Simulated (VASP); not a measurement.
# CdS (Greenockite) (P6_3mc) in VASP: further runs, part 2 of 3

VASP 6.6.1.

### 3 Phonons, LDA

This run uses another cell than the first one, of 24.03 Å³/atom, 0.967 times its volume.

Contents of POSCAR:

```
CdS
1.0
    4.0834517414      0.0000000000      0.0000000000
   -2.0417258707      3.5363729432      0.0000000000
    0.0000000000      0.0000000000      6.6573692179
  Cd              S
     2     2
Direct
     0.3333333332999970    0.6666666667000030    0.9995748275473559
     0.6666666667000030    0.3333333332999970    0.4995748275473559
     0.3333333332999970    0.6666666667000030    0.3754251724526441
     0.6666666667000030    0.3333333332999970    0.8754251724526441
```

Contents of INCAR.step1:

```
ALGO     = Fast           # electronic algorithm
EDIFF    = 1E-8           # SCF threshold, eV
EDIFFG   = -0.002         # ionic threshold
ENCUT    = 600            # plane-wave cutoff, eV
IBRION   = 2              # ionic algorithm
ISIF     = 3              # what is computed and relaxed
ISMEAR   = 0              # smearing method
KPAR     = 2            
LASPH    = T              # aspherical terms in the spheres
LCHARG   = F              # write CHGCAR
LREAL    = F              # projectors in reciprocal space
LWAVE    = F              # write WAVECAR
NELM     = 80             # most SCF steps
NSW      = 40             # ionic steps
PREC     = Accurate       # precision mode
SIGMA    = 0.03           # smearing width, eV
```

Contents of INCAR.step2:

```
ALGO     = Fast           # electronic algorithm
EDIFF    = 1E-8           # SCF threshold, eV
ENCUT    = 600            # plane-wave cutoff, eV
IBRION   = 6              # ionic algorithm
ISIF     = 2              # what is computed and relaxed
ISMEAR   = 0              # smearing method
KPAR     = 2            
LASPH    = T              # aspherical terms in the spheres
LCHARG   = F              # write CHGCAR
LREAL    = F              # projectors in reciprocal space
LWAVE    = F              # write WAVECAR
NELM     = 80             # most SCF steps
NFREE    = 2            
NSW      = 1              # ionic steps
POTIM    = 0.015          # step
PREC     = Accurate       # precision mode
SIGMA    = 0.03           # smearing width, eV
```

Contents of KPOINTS:

```
k-points
0
Gamma
  9 9 4
```

Potentials or basis: VASP PAW LDA potentials, release 64 (Cd, S).

On the command line:

```sh
$ cat potpaw_LDA.64/Cd/POTCAR potpaw_LDA.64/S/POTCAR > POTCAR
$ cp INCAR.step1 INCAR
$ mpirun -np 2 vasp_std > vasp.out
$ cp CONTCAR POSCAR
$ cp INCAR.step2 INCAR
$ mpirun -np 2 vasp_std > vasp.out
```

OUTCAR:

```text
EDIFF = 1E-8
   ENCUT = 600
   IBRION = 6
   ISIF = 2
   ISMEAR = 0
   LASPH = T
   LREAL = F
   NELM = 80
   NFREE = 2
   NSW = 1
   POTIM = 0.015
   PREC = Accurate

 ion  position               nearest neighbor table
   1  0.333  0.667  1.000-   4 2.50   4 2.50   4 2.50   3 2.50
   2  0.667  0.333  0.500-   3 2.50   3 2.50   3 2.50   4 2.50
   3  0.333  0.667  0.375-   2 2.50   2 2.50   2 2.50   1 2.50
   4  0.667  0.333  0.875-   1 2.50   1 2.50   1 2.50   2 2.50

[... 1163 lines left out ...]
          X           Y           Z          XY          YZ          ZX
  --------------------------------------------------------------------------------
  x    -0.00000     0.00000     0.00000     7.37781     0.00000     4.39006
  y     7.37781    -7.37781     0.00000     0.00000     4.39006     0.00000
  z     4.35977     4.35977    -8.37553     0.00000     0.00000     0.00000

 Eigenvectors and eigenvalues of the dynamical matrix
 ----------------------------------------------------

   1 f  =    9.210444 THz    57.870925 2PiTHz  307.227332 cm-1    38.091317 meV
             X         Y         Z           dx          dy          dz
     -0.000000  2.357400  6.654275    -0.000000    0.000000    0.123966
      2.041568  1.178700  3.325629     0.000000   -0.000000   -0.123966
     -0.000000  2.357400  2.499503    -0.000000    0.000000   -0.696155
      2.041568  1.178700  5.828149     0.000000   -0.000000    0.696155
[... 71 lines left out ...]
  12 f/i=    0.003192 THz     0.020057 2PiTHz    0.106481 cm-1     0.013202 meV
             X         Y         Z           dx          dy          dz
     -0.000000  2.357400  6.654275     0.000000    0.000000   -0.623574
      2.041568  1.178700  3.325629     0.000000    0.000000   -0.623574
     -0.000000  2.357400  2.499503     0.000000    0.000000   -0.333400
      2.041568  1.178700  5.828149     0.000000    0.000000   -0.333400

 ELASTIC MODULI CONTR FROM IONIC RELAXATION (kBar)
 Direction    XX          YY          ZZ          XY          YZ          ZX
 --------------------------------------------------------------------------------
 XX        -387.5584    152.3174    226.1593      0.0000      0.0000     -0.0000
 YY         152.3174   -387.5584    226.1593     -0.0000      0.0000      0.0000
 ZZ         226.1593    226.1593   -434.8564      0.0000     -0.0000     -0.0000
 XY           0.0000     -0.0000      0.0000   -269.9379     -0.0000      0.0000
 YZ          -0.0000      0.0000     -0.0000     -0.0000   -113.1292      0.0000
 ZX          -0.0000      0.0000     -0.0000      0.0000      0.0000   -113.1292
 --------------------------------------------------------------------------------
```

OUTCAR.step1:

```text
EDIFF = 1E-8
   EDIFFG = -0.002
   ENCUT = 600
   IBRION = 2
   ISIF = 3
   ISMEAR = 0
   LASPH = T
   LREAL = F
   NELM = 80
[... 884 lines left out ...]
     -0.00000      2.35740      2.49950         0.000000      0.000000      0.001263
      2.04157      1.17870      5.82815        -0.000000      0.000000      0.001263
 -----------------------------------------------------------------------------------
    total drift:                               -0.000000      0.000000      0.000599

  FREE ENERGIE OF THE ION-ELECTRON SYSTEM (eV)
  ---------------------------------------------------
  free  energy   TOTEN  =       -14.8189204287 eV

  energy  without entropy=      -14.8189204287  energy(sigma->0) =      -14.81892043

 reached required accuracy - stopping structural energy minimisation
```

OSZICAR.step1:

```text
N       E                     dE             d eps       ncg     rms          rms(c)
DAV:   1     0.274827814365E+03    0.27483E+03   -0.19311E+04  1584   0.169E+03
[... 18 lines left out ...]
       N       E                     dE             d eps       ncg     rms          rms(c)
DAV:   1    -0.148189295405E+02   -0.11495E-04   -0.10687E-03  1806   0.257E-01    0.254E-02
RMM:   2    -0.148189213000E+02    0.82405E-05   -0.35323E-05  1584   0.549E-02    0.102E-02
RMM:   3    -0.148189205952E+02    0.70476E-06   -0.56943E-06  1584   0.149E-02    0.622E-03
RMM:   4    -0.148189204534E+02    0.14180E-06   -0.60396E-07  1597   0.520E-03    0.306E-03
RMM:   5    -0.148189204286E+02    0.24840E-07   -0.23604E-07  1589   0.334E-03    0.647E-04
RMM:   6    -0.148189204287E+02   -0.19236E-09   -0.40825E-08  1202   0.178E-03
   2 F= -.14818920E+02 E0= -.14818920E+02  d E =-.237917E-05
```

It took 17 min on 2 MPI ranks of Intel Xeon Platinum 8259CL at 2.50GHz (Skylake/Cascade Lake), shared host; peak memory 0.66 GiB.

What came out:

| Item | Value |
| --- | --- |
| Highest phonon frequency at Γ, LO-TO splitting left out | 307 cm⁻¹ |

Phonon frequencies in cm⁻¹ (negative: imaginary):
| q point | frequencies |
| --- | --- |
| (0.000, 0.000, 0.000) | 0 0 0 42 42 138 242 249 249 262 262 307 |

### 4 Dielectric tensor, LDA

This run uses another cell than the first one, of 24.03 Å³/atom, 0.967 times its volume.

Contents of INCAR:

```
ALGO     = Fast           # electronic algorithm
EDIFF    = 1E-8           # SCF threshold, eV
ENCUT    = 600            # plane-wave cutoff, eV
ISIF     = 2              # what is computed and relaxed
ISMEAR   = 0              # smearing method
KPAR     = 2            
LASPH    = T              # aspherical terms in the spheres
LCHARG   = F              # write CHGCAR
LEPSILON = T              # dielectric tensor by DFPT
LREAL    = F              # projectors in reciprocal space
LWAVE    = F              # write WAVECAR
NELM     = 80             # most SCF steps
PREC     = Accurate       # precision mode
SIGMA    = 0.03           # smearing width, eV
```

Contents of KPOINTS:

```
k-points
0
Gamma
  12 12 7
```

Contents of POSCAR:

```
CdS                                     
1.0
    4.0831361163      0.0000000000      0.0000000000
   -2.0415680581      3.5360996038     -0.0000000000
    0.0000000000      0.0000000000      6.6572927131
  Cd              S             
     2     2
Direct
     0.3333333332999970    0.6666666667000030    0.9995466859307476
     0.6666666667000030    0.3333333332999970    0.4995466859307476
     0.3333333332999970    0.6666666667000030    0.3754533140692524
     0.6666666667000030    0.3333333332999970    0.8754533140692524
```

Potentials or basis: VASP PAW LDA potentials, release 64 (Cd, S).

On the command line:

```sh
$ cat potpaw_LDA.64/Cd/POTCAR potpaw_LDA.64/S/POTCAR > POTCAR
$ mpirun -np 2 vasp_std > vasp.out
```

OUTCAR:

```text
EDIFF = 1E-8
   ENCUT = 600
   ISIF = 2
   ISMEAR = 0
   LASPH = T
   LEPSILON = T
   LREAL = F
   NELM = 80
   PREC = Accurate

 ion  position               nearest neighbor table
   1  0.333  0.667  1.000-   4 2.50   4 2.50   4 2.50   3 2.50
   2  0.667  0.333  0.500-   3 2.50   3 2.50   3 2.50   4 2.50
   3  0.333  0.667  0.375-   2 2.50   2 2.50   2 2.50   1 2.50
   4  0.667  0.333  0.875-   1 2.50   1 2.50   1 2.50   2 2.50

  LATTYP: Found a hexagonal cell.
 ALAT       =     4.0831361163
 C/A-ratio  =     1.6304361460

  Lattice vectors:

 A1 = (   4.0831361163,   0.0000000000,   0.0000000000)
 A2 = (  -2.0415680581,   3.5360996038,   0.0000000000)
 A3 = (   0.0000000000,   0.0000000000,   6.6572927131)

Analysis of symmetry for initial positions (statically):
[... 865 lines left out ...]
           0.000000     0.000000     6.502543
 ------------------------------------------------------

 PIEZOELECTRIC TENSOR (including local field effects)  for field in x, y, z        (e  Angst)
          XX          YY          ZZ          XY          YZ          ZX
  --------------------------------------------------------------------------------
  x     0.00000    -0.00000     0.00000    -0.00000     0.00000     2.03757
  y    -0.00000     0.00000     0.00000     0.00000     2.03757     0.00000
  z     1.96028     1.96028    -4.05844     0.00000     0.00000     0.00000

 PIEZOELECTRIC TENSOR (including local field effects)  for field in x, y, z        (C/m^2)
          XX          YY          ZZ          XY          YZ          ZX
  --------------------------------------------------------------------------------
  x     0.00000    -0.00000     0.00000    -0.00000     0.00000     0.33963
  y    -0.00000     0.00000     0.00000     0.00000     0.33963     0.00000
  z     0.32675     0.32675    -0.67648     0.00000     0.00000     0.00000

 BORN EFFECTIVE CHARGES (including local field effects) (in |e|, cummulative output)
 ---------------------------------------------------------------------------------
 ion    1
    1     2.07618     0.00000     0.00000
    2     0.00000     2.07618     0.00000
    3     0.00000    -0.00000     2.17428
 ion    2
    1     2.07618     0.00000     0.00000
    2     0.00000     2.07618     0.00000
    3     0.00000     0.00000     2.17428
 ion    3
    1    -2.07618    -0.00000     0.00000
    2    -0.00000    -2.07618     0.00000
    3     0.00000     0.00000    -2.17428
 ion    4
    1    -2.07618    -0.00000     0.00000
    2    -0.00000    -2.07618     0.00000
    3     0.00000     0.00000    -2.17428
```

stdout:

```text
POSCAR found type information on POSCAR CdS
 POSCAR found :  2 types and       4 ions
 scaLAPACK will be used
 LDA part: xc-table for (Slater(with rela. corr.)+CA(PZ))
 , standard interpolation
 POSCAR, INCAR and KPOINTS ok, starting setup
 FFT: planning ... GRIDC
 FFT: planning ... GRID_SOFT
 FFT: planning ... GRID
 WAVECAR not read
 entering main loop
 Linear response reoptimize wavefunctions to high precision
 Linear response G [H, r] |phi>, progress :
  Direction:   1
 Linear response G [H, r] |phi>, progress :
  Direction:   2
 Linear response G [H, r] |phi>, progress :
  Direction:   3
 Linear response to external field (no local field effect), progress :
  Direction:   1
 dielectric tensor                  component  1 :     6.023    -2.023    -0.598
 Linear response to external field (no local field effect), progress :
  Direction:   2
 dielectric tensor                  component  2 :    -2.023     7.754    -0.559
 Linear response to external field (no local field effect), progress :
  Direction:   3
 dielectric tensor                  component  3 :    -0.598    -0.558     6.952
 Linear response to external field, progress :
  Direction:   1
 dielectric tensor                  component  1 :     6.415    -0.245     0.000
 Linear response to external field, progress :
  Direction:   2
 dielectric tensor                  component  2 :    -0.766     6.415     0.000
 Linear response to external field, progress :
  Direction:   3
 dielectric tensor                  component  3 :    -0.597    -0.557     6.503
 Born effective charges drift removed
```

Run time: 32 min. Hardware: 2 MPI ranks of Intel Xeon Platinum 8259CL at 2.50GHz (Skylake/Cascade Lake), shared host; peak memory 1.4 GiB.

Results:

- Band gap on the k mesh: 1.04 eV, direct
- Electronic dielectric tensor (diagonal): 6.42, 6.42, 6.50
- Born charges (mean of the diagonal): Cd +2.11; S -2.11 e

Levels at points of the mesh, in eV from the valence-band top:
```csv
k point,band 15,band 16,band 17,band 18,band 19,band 20,band 21,band 22
"(0.00, 0.00, 0.00)",-0.82,-0.06,0.00,0.00,1.04,2.63,6.29,6.29
"(0.50, 0.00, 0.00)",-2.89,-2.04,-1.44,-0.82,3.60,3.67,4.87,6.32
```

Electronic dielectric tensor:
```
6.42 0.00 0.00
0.00 6.42 0.00
0.00 0.00 6.50
```

Born effective charge tensors (e):
atom 1, Cd
```
2.08 0.00 0.00
0.00 2.08 0.00
0.00 0.00 2.17
```
atom 2, Cd
```
2.08 0.00 0.00
0.00 2.08 0.00
0.00 0.00 2.17
```
atom 3, S
```
-2.08  0.00  0.00
 0.00 -2.08  0.00
 0.00  0.00 -2.17
```
atom 4, S
```
-2.08  0.00  0.00
 0.00 -2.08  0.00
 0.00  0.00 -2.17
```

Caveat: an odd mesh through Γ misses points on the zone boundary, where band edges often lie.

(Part 2 of 3 ends here.)
